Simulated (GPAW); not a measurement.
# Zn (Fm-3m) in GPAW: density of states with revPBE+D4

Aim: the density of states of Zn with revPBE+D4.

All numbers are computed with GPAW 26.7.0; they aren't measurements. Logs are shortened: lines on timing, memory, paths and dates and some standing lists are left out, and cuts for length are marked. The log counts tension as positive stress, the text compression.

## 1. The structure

Symmetry: Fm-3m, No. 225, cubic system. The conventional cell has a = 3.930 Å, b = 3.930 Å, c = 3.930 Å, α = 90.00°, β = 90.00°, γ = 90.00°. Zn (site symmetry m-3m) has 12 Zn at 2.78 Å as nearest neighbours.

This isn't the form of Zn at room conditions, which is hcp.

## 2. Density of states, revPBE+D4

run.py

```python
import numpy as np
from ase import Atoms
from ase.calculators.mixing import SumCalculator
from ase.dft.bandgap import bandgap
from ase.io import write
from ase.units import GPa
from dftd4.ase import DFTD4
from gpaw import GPAW, PW

atoms = Atoms(['Zn'],
              cell=[[0.0, 1.964776, 1.964776],
                    [1.964776, 0.0, 1.964776],
                    [1.964776, 1.964776, 0.0]],
              scaled_positions=[[0.0, 0.0, 0.0]],
              pbc=True)

calc = GPAW(mode=PW(600),
            xc='revPBE',
            kpts={'size': (12, 12, 12), 'gamma': True},
            occupations={'name': 'improved-tetrahedron-method'},
            nbands=13,
            convergence={'density': 1e-05, 'energy': 1e-05},
            maxiter=150,
            txt='gpaw.txt')
atoms.calc = SumCalculator([calc, DFTD4(method='revpbe')])
energy = atoms.get_potential_energy()
forces = atoms.get_forces()
stress = atoms.get_stress()
calc.write('gs.gpw')
write('result.traj', atoms)
print(f'Energy: {energy:.6f} eV')
print('Forces (eV/A):')
print(forces.round(4))
print('Stress (GPa):', (stress / GPa).round(3))
print('Fermi level:', round(calc.get_fermi_level(), 4), 'eV')
print(f'Gap: {bandgap(calc)[0]:.4f} eV, direct: {bandgap(calc, direct=True)[0]:.4f} eV')

dense = calc.fixed_density(kpts={'size': (18, 18, 18), 'gamma': True}, update_fermi_level=True,
                           nbands=20, convergence={'bands': 'CBM+6.0', 'eigenstates': 1e-6}, txt='dos.txt')
ef = dense.get_fermi_level()
dos = dense.dos(shift_fermi_level=False)
energies = np.linspace(ef - 14, ef + 6, 401)
spins = [None]
columns = [energies] + [dos.raw_dos(energies, spin=s, width=0.1) for s in spins]
for symbol, l in [('Zn', 0), ('Zn', 1), ('Zn', 2)]:
    for s in spins:
        columns.append(sum(dos.raw_pdos(energies, a=a.index, l=l, spin=s, width=0.1)
                           for a in atoms if a.symbol == symbol))
np.savetxt('dos.dat', np.array(columns).T, fmt='%.4f')
print('Fermi level on the dense mesh:', round(ef, 4), 'eV')
```

Potentials or basis: the program's PAW data sets (release 1.2.1) made for this functional, pw.

The run is started by

```bash
$ OMP_NUM_THREADS=1 python run.py
```

gpaw.txt:

```text
__  _  _
 | _ |_)|_||  |
 |__||  | ||/\| - 26.7.0

Input parameters:
  mode=PW(ecut=600.0),
  convergence={'density': 1e-05, 'energy': 1e-05},
  kpts=MonkhorstPack(size=(12, 12, 12), gamma=True),
  maxiter=150,
  nbands=13,
  occupations=Occupations(name='improved-tetrahedron-method'),
  xc=XC(name='revPBE')

Diagonalizing LCAO Hamiltonian
Converting LCAO to pw mode

       Zn

Atoms  # Å, Bohr magnetons
|   | symbol |        x |        y |        z |    initial magnetic moments |
|---|--------|----------|----------|----------|-----------------------------|
| 0 |     Zn | 0.000000 | 0.000000 | 0.000000 | ( 0.0000,  0.0000,  0.0000) |

Unit cell  # Å
| periodic |        x |        y |        z |  lengths |    angles |
|----------|----------|----------|----------|----------|-----------|
|      yes | 0.000000 | 1.964776 | 1.964776 | 2.778613 | 60.000000 |
|      yes | 1.964776 | 0.000000 | 1.964776 | 2.778613 | 60.000000 |
|      yes | 1.964776 | 1.964776 | 0.000000 | 2.778613 | 60.000000 |

Number of symmetries: 48
Symmetry operations  # r_c * U_cc + t_c -> r_c
|    | kind |            matrix            |
|----|------|------------------------------|
|  0 |  σ   |  1, 0, 0,  1, 0,-1,  1,-1, 0 |
|  1 |  C2  |  1, 0, 0,  1,-1, 0,  1, 0,-1 |
|  2 |  E   |  1, 0, 0,  0, 1, 0,  0, 0, 1 |
|  3 |  σ   |  1, 0, 0,  0, 0, 1,  0, 1, 0 |
|  4 |  C4  |  1, 0,-1,  1, 0, 0,  1,-1, 0 |
|  5 |  S6  |  1, 0,-1,  1,-1, 0,  1, 0, 0 |
|  6 |  σ   |  1, 0,-1,  0, 1,-1,  0, 0,-1 |
|  7 |  C3  |  1, 0,-1,  0, 0,-1,  0, 1,-1 |
|  8 |  S6  |  1,-1, 0,  1, 0, 0,  1, 0,-1 |
|  9 |  C4  |  1,-1, 0,  1, 0,-1,  1, 0, 0 |
| 10 |  C3  |  1,-1, 0,  0,-1, 1,  0,-1, 0 |
| 11 |  σ   |  1,-1, 0,  0,-1, 0,  0,-1, 1 |
| 12 |  σ   |  0, 1, 0,  1, 0, 0,  0, 0, 1 |
| 13 |  C4  |  0, 1, 0,  0, 1,-1, -1, 1, 0 |
| 14 |  C3  |  0, 1, 0,  0, 0, 1,  1, 0, 0 |
[... 127 lines left out ...]

poisson solver:
  ecut: 4800.0  # eV

xc functional:
  name: revPBE with 2 nearest neighbor stencil

convergence criteria:
- Maximum integral of absolute [dens]ity change: 1e-05 electrons / valence electron
- Maximum [total energy] change in last 3 cyles: 1e-05 eV / valence electron
- Maximum integral of absolute [eigenst]ate change: 4e-08 eV^2 / valence electron
maximum number of iterations: 150

SCF iterations
|iter     | |      energy | eigst |  dens |
|---------|-|-------------|-------|-------|
|iter:   1| |   -0.909537 | +0.03 |       |
|iter:   2| |   -0.887475 | -3.01 | -1.41 |
|iter:   3| |   -0.840207 | -1.92 | -1.45 |
|iter:   4| |   -0.843788 | -3.14 | -1.90 |
|iter:   5| |   -0.844745 | -3.14 | -2.25 |
|iter:   6| |   -0.844783 | -5.09 | -3.71 |
|iter:   7| |   -0.844766c| -5.45 | -3.75 |
|iter:   8| |   -0.844764c| -7.69c| -4.78 |
|iter:   9| |   -0.844763c| -8.25c| -5.18c|

Converged in 9 steps
Energy contributions relative to reference atoms: (reference = -48865.495961)

Energy contributions:
  Kinetic:          -1.373282
  Coulomb:           3.005575
  Zero:             -0.030170
  External:          0.000000
  Xc:               -2.446886
  Entropy:           0.000000
  Spinorbit:         0.000000
  ----------------------------
  Free energy:      -0.844763
  Extrapolated:     -0.844763

dipole moment: (-7.521060, -7.521060, -7.521060)  # |e|*Ang

Fermi level: 6.757
Eigenvalues  # (at kpt = [-0.000, -0.000, -0.000])
| band index |      eig [eV] | occ [0-2] |
|------------|---------------|-----------|
|          0 |        -3.588 |     2.000 |
|          1 |        -0.854 |     2.000 |
|          2 |        -0.854 |     2.000 |
|          3 |        -0.854 |     2.000 |
|          4 |        -0.479 |     2.000 |
|          5 |        -0.479 |     2.000 |
|          6 |        25.034 |     0.000 |
|          7 |        25.034 |     0.000 |
|          8 |        25.034 |     0.000 |
|          9 |        25.359 |     0.000 |
|         10 |        27.510 |     0.000 |
|         11 |        27.510 |     0.000 |
|         12 |        27.510 |     0.000 |

No gap
No difference between direct/indirect transitions

Forces  # eV/Ang
|       x |       y |        z |
|---------|---------|----------|
| 0.00000 | 0.00000 | -0.00000 |  # Zn   0

Stress tensor  # eV/Ang^3
|         x |         y |         z |
|-----------|-----------|-----------|
| -0.007153 | -0.000000 | -0.000000 |
| -0.000000 | -0.007153 | -0.000000 |
| -0.000000 | -0.000000 | -0.007153 |

# Writing to gs.gpw (mode='')
```

stdout:

```text
Energy: -1.406767 eV
Forces (eV/A):
[[-0. -0.  0.]]
Stress (GPa): [ 4.605  4.605  4.605 -0.     0.     0.   ]
Fermi level: 6.7567 eV
Gap: 0.0000 eV, direct: 0.0000 eV
Fermi level on the dense mesh: 6.7563 eV
```

dos.txt:

```text
Diagonalizing LCAO Hamiltonian
Converting LCAO to pw mode
convergence criteria:
- Maximum integral of absolute [eigenst]ate change: 1e-06 eV^2 / valence electron
maximum number of iterations: 150

SCF iterations
|iter     | |      energy | eigst |  dens |
|---------|-|-------------|-------|-------|
|iter:   1| |             | +0.17 |       |
|iter:   2| |             | -2.68 |       |
|iter:   3| |             | -3.63 |       |
|iter:   4| |             | -5.82 |       |
|iter:   5| |             | -6.62c|       |
SCF steps: 5
  __  _  _
 | _ |_)|_||  |
 |__||  | ||/\| - 26.7.0

Input parameters:
  mode=PW(ecut=600.0),
  convergence={'bands': 'CBM+6.0', 'eigenstates': 1e-06},
  gpts=array([16, 16, 16]),
  kpts=MonkhorstPack(size=(18, 18, 18), gamma=True),
  maxiter=150,
  nbands=20,
  occupations=Occupations(name='improved-tetrahedron-method'),
  xc=XC(name='revPBE')
```

Wall time 27 s (1 thread of Arm Neoverse V1, shared host); peak memory 0.21 GiB.

What came out:

```
Free energy                          : -1.4068 eV
Pressure                             : -4.6 GPa
Band gap on the k mesh               : none (metal or under the smearing width)
Dispersion energy per atom           : -0.562 eV
Density of states at the Fermi level : 0.31 states/eV per cell
```

States per cell in windows of 1 eV (zero at the Fermi level; states under -8 eV left out):
```
from (eV)  total
     -8.0   7.42
     -7.0   1.48
     -6.0   0.22
     -5.0   0.24
     -4.0   0.26
     -3.0   0.23
     -2.0   0.27
     -1.0   0.34
      0.0   0.29
      1.0   0.31
      2.0   0.34
      3.0   0.34
      4.0   0.41
```

Caveat: pairwise dispersion overbinds metals, which lowers pressure and volume.
